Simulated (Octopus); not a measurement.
# WC (Qusongite) (P-6m2) in Octopus: equation of state, part 2 of 2

Octopus 16.4. Earlier steps stand in the parts before.

**7. Equation of state, PBE, 9.75 Å³/atom (volume scaled by 0.94)**

inp reads:

```
CalculationMode = gs
UnitsOutput = eV_Angstrom
PeriodicDimensions = 3
ExperimentalFeatures = yes
PseudopotentialSet = pseudodojo_pbe
%LatticeParameters
 1*angstrom | 1*angstrom | 1*angstrom
%
%LatticeVectors
 2.847167025 | 0 | 0
 -1.4235835125 | 2.4657189725 | 0
 0 | 0 | 2.778693956
%
%ReducedCoordinates
 "W" | 0 | 0 | 0
 "C" | 0.6666666667 | 0.3333333333 | 0.5
%
%Spacing
 0.11863196*angstrom | 0.11863196*angstrom | 0.12081278*angstrom
%
DerivativesOrder = 8
%KPointsGrid
 10 | 10 | 9
%
KPointsUseSymmetries = yes
XCFunctional = gga_x_pbe + gga_c_pbe
SmearingFunction = fermi_dirac
Smearing = 0.05*eV
ExtraStates = 8
Eigensolver = chebyshev_filter
ConvRelDens = 3e-7
MaximumIter = 120
%Output
 density | cube
 elf | cube
 potential | cube
%
```

Potentials or basis: pseudodojo_pbe (PseudoDojo 0.5, PBE).

Command:

```bash
OMP_NUM_THREADS=1 octopus > out.log
```

out.log:

```text
Running octopus

Version                : 16.4
Optional libraries     :

************************** Calculation Mode **************************
Input: [CalculationMode = gs]
**********************************************************************

Input: [SpinComponents = unpolarized]

******************************* Space ********************************
Octopus will run in 3 dimension(s).
Octopus will treat the system as periodic in 3 dimension(s).
**********************************************************************

Input: [AllElectronType = no]
Input: [PseudopotentialSet = pseudodojo_pbe]
Reading Coordinates from ReducedCoordinates block

****************************** Species *******************************
  Species 'W'
    type             : pseudopotential
    file             : 'W.upf'
    file format      : UPF2
    valence charge   : 14.0
    atomic number    :  74
    form on file     : kleinman-bylander
    lmax             : 3
    llocal           : -1
    projectors per l : 2
    total projectors : 8
    application form : kleinman-bylander
    orbitals         : 10
    bound orbitals   : 10

  Species 'C'
    type             : pseudopotential
    file             : 'C.upf'
    file format      : UPF2
    valence charge   : 4.0
    atomic number    :   6
    form on file     : kleinman-bylander
    lmax             : 1
    llocal           : -1
    projectors per l : 2
    total projectors : 4
    application form : kleinman-bylander
    orbitals         :  4
    bound orbitals   :  4

**********************************************************************

***************************** Symmetries *****************************
Space group No.  187
International: P-6m2
Schoenflies: D3h^1
Info: The system has    12 symmorphic symmetries that can be used.
  Index                Rotation matrix                      Fractional translations
    1 :     1   0   0     0   1   0     0   0   1      0.000000    0.000000    0.000000
    2 :    -1  -1   0     1   0   0     0   0  -1      0.000000    0.000000    0.000000
    3 :     0   1   0    -1  -1   0     0   0   1      0.000000    0.000000    0.000000
    4 :     1   0   0     0   1   0     0   0  -1      0.000000    0.000000    0.000000
    5 :    -1  -1   0     1   0   0     0   0   1      0.000000    0.000000    0.000000
    6 :     0   1   0    -1  -1   0     0   0  -1      0.000000    0.000000    0.000000
    7 :     0  -1   0    -1   0   0     0   0  -1      0.000000    0.000000    0.000000
    8 :     1   1   0     0  -1   0     0   0   1      0.000000    0.000000    0.000000
    9 :    -1   0   0     1   1   0     0   0  -1      0.000000    0.000000    0.000000
   10 :     0  -1   0    -1   0   0     0   0   1      0.000000    0.000000    0.000000
   11 :     1   1   0     0  -1   0     0   0  -1      0.000000    0.000000    0.000000
[... 241 lines left out ...]
   7   --     9.453171       2.000000
   8   --     9.568162       2.000000
   9   --    11.724042       2.000000
  10   --    17.893161       2.000000
  11   --    18.526142       2.000000
  12   --    19.244071       2.000000
  13   --    19.263065       2.000000
  14   --    22.714939       0.000000
[... 68 further k-points ...]
Fermi energy =    20.634318 eV
Generating random wavefunctions for states       15 and above
Orthogonalizing wavefunctions.
Info: Ground-state restart information will be written to 'restart/gs'.
Info: SCF using complex wavefunctions.
Info: Starting SCF iteration.

** Warning:
**   Symmetrization discrepancy ratio (scalar) =  7.15043E-02

*********************** SCF CYCLE ITER #    1 ************************
 etot  = -2.20163430E+03 abs_ev   =  6.21E+01 rel_ev   =  3.27E-01
 ediff =        8.09E+01 abs_dens =  2.09E+00 rel_dens =  1.16E-01
Matrix vector products: 1750
Converged eigenvectors: 0

#  State  KPoint  Eigenvalue [eV]  Occupation    Error
      1       1      -59.141984    2.000000   ( 5.8E-06)
      1       3      -59.135088    2.000000   ( 3.4E-06)
      1       2      -59.133971    2.000000   ( 2.0E-05)
      1       5      -59.127099    2.000000   ( 1.1E-05)
      1       4      -59.119448    2.000000   ( 6.2E-06)
      1       8      -59.117588    2.000000   ( 8.8E-06)
      1       7      -59.112941    2.000000   ( 1.6E-05)
      1       6      -59.112620    2.000000   ( 1.9E-05)
[... 23 lines left out ...]
     17      38       37.571131    0.000000   ( 2.0E-01)
     17      50       37.647629    0.000000   ( 1.5E-01)
     17      47       37.791603    0.000000   ( 1.8E-01)
     17      33       37.938480    0.000000   ( 2.4E-01)
     17      42       38.215179    0.000000   ( 2.4E-01)
     17      22       38.293212    0.000000   ( 2.7E-01)
     17      15       39.118748    0.000000   ( 2.5E-01)
     17      26       41.051158    0.000000   ( 2.8E-01)

Density of states:

------------------------%---------------------------------------------
------------------------%---------------------------------------------
------------------------%%--------------------------------------------
------------------------%%---------------------%------%---------------
%-----------------------%%---------------------%------%---------------
%-----------------------%%---------------%-----%-----%%-----%---------
%-----------------------%%---------------%---%%%-%--%%%%----%---------
%-----------------------%%---------------%---%%%-%--%%%%--%-%---------
%-----------------------%%---------------%--%%%%%%-%%%%%%-%%%-%%%%----
%-----------------------%%--------------%%--%%%%%%%%%%%%%%%%%%%%%%%%--
                                                  ^

Fermi energy =    13.486494 eV

**********************************************************************

*********************** SCF CYCLE ITER #    2 ************************
 etot  = -2.22703203E+03 abs_ev   =  7.96E+00 rel_ev   =  4.02E-02
 ediff =        9.33E-01 abs_dens =  1.20E+00 rel_dens =  6.68E-02
Matrix vector products: 1750
Converged eigenvectors: 0
[... 127 lines left out ...]
*********************** SCF CYCLE ITER #   13 ************************
 etot  = -2.22812671E+03 abs_ev   =  1.38E-05 rel_ev   =  6.95E-08
 ediff =        9.08E-07 abs_dens =  7.69E-07 rel_dens =  4.27E-08
Matrix vector products: 1750
Converged eigenvectors: 262

#  State  KPoint  Eigenvalue [eV]  Occupation    Error
      1       1      -60.974181    2.000000   ( 1.0E-08)
      1       3      -60.967869    2.000000   ( 1.0E-08)
      1       2      -60.966794    2.000000   ( 1.3E-08)
      1       5      -60.960502    2.000000   ( 1.3E-08)
      1       4      -60.953408    2.000000   ( 1.3E-08)
      1       8      -60.951856    2.000000   ( 1.3E-08)
      1       7      -60.947412    2.000000   ( 1.3E-08)
      1       6      -60.947153    2.000000   ( 1.4E-08)
[... 23 lines left out ...]
     17      31       34.084390    0.000000   ( 6.8E-02)
     17      19       34.451266    0.000000   ( 4.7E-02)
     17      22       34.598255    0.000000   ( 6.0E-02)
     17      24       34.647623    0.000000   ( 5.6E-02)
     17      47       35.301118    0.000000   ( 5.6E-02)
     17      42       35.533310    0.000000   ( 8.3E-02)
     17      38       36.144388    0.000000   ( 5.2E-02)
     17      33       36.989959    0.000000   ( 8.0E-02)

Density of states:

-------------------------%--------------------------------------------
-------------------------%--------------------------------------------
-------------------------%--------------------------------------------
-------------------------%--------------------------------------------
-------------------------%--------------------------------------------
-------------------------%--------------------------------------------
-------------------------%--------------------------------------------
%------------------------%-----------------------%%%---%%%----%-------
%------------------------%------------------%--%%%%%--%%%%%-%-%-%%%---
%------------------------%-----------------%%--%%%%%%%%%%%%%%%%%%%%%--
                                                    ^

Fermi energy =    12.889063 eV

**********************************************************************

Info: SCF converged in   13 iterations

** Warning:
**   Some of the states are not fully converged!

Info: Number of matrix-vector products:      22750
Info: Writing output to static/

Info: Finished writing information to 'restart/gs'.

Octopus emitted 18 warnings.
```

Run time: 4.9 min. Hardware: 1 thread of Arm Neoverse V1, shared host; peak memory 0.96 GiB.

Results:

```yaml
Free_energy: -2228.1288 eV
Band_gap_on_the_k_mesh: none (metal or under the smearing width)
```

**8. Equation of state, PBE, 11.00 Å³/atom (volume scaled by 1.06)**

inp, as its differences from that of step 7:

```diff
@@ -9,5 +9,5 @@
 %LatticeVectors
- 2.847167025 | 0 | 0
- -1.4235835125 | 2.4657189725 | 0
- 0 | 0 | 2.778693956
+ 2.9635046684 | 0 | 0
+ -1.4817523342 | 2.566470327 | 0
+ 0 | 0 | 2.8922337321
 %
@@ -18,3 +18,3 @@
 %Spacing
- 0.11863196*angstrom | 0.11863196*angstrom | 0.12081278*angstrom
+ 0.12347936*angstrom | 0.12347936*angstrom | 0.12574929*angstrom
 %
```

Command:

```bash
OMP_NUM_THREADS=1 octopus > out.log
```

Run time: 5 min. Hardware: 1 thread of Arm Neoverse V1, shared host; peak memory 0.96 GiB.

Results (log left out):

```
Free energy            : -2228.2326 eV
Band gap on the k mesh : none (metal or under the smearing width)
```

**9. Equation of state, PBE**

Potentials or basis: pseudodojo_pbe (PseudoDojo 0.5, PBE).

This step only gathers the single runs of the series.

Results:

- Equilibrium volume: 10.51 Å³/atom
- Bulk modulus at fixed shape and positions: 397 GPa
- Pressure derivative of the bulk modulus: 4.2 (rough: it moves with the points fitted)

Energy against volume, from the lowest point:
| volume (Å³/atom) | energy (meV/atom) |
| --- | --- |
| 9.754 | 76.77 |
| 9.961 | 38.89 |
| 10.169 | 14.22 |
| 10.376 | 1.40 |
| 10.584 | 0.00 |
| 10.791 | 7.93 |
| 10.999 | 24.86 |

Caveat: the number of grid points is fixed, so the spacing changes with the cell, which shifts volumes and moduli; the cell was scaled at fixed shape and fractional positions, which overstates the stiffness of a crystal with free parameters, most of all of layers and chains. The run has no spin-orbit coupling, so splittings on W are missing.
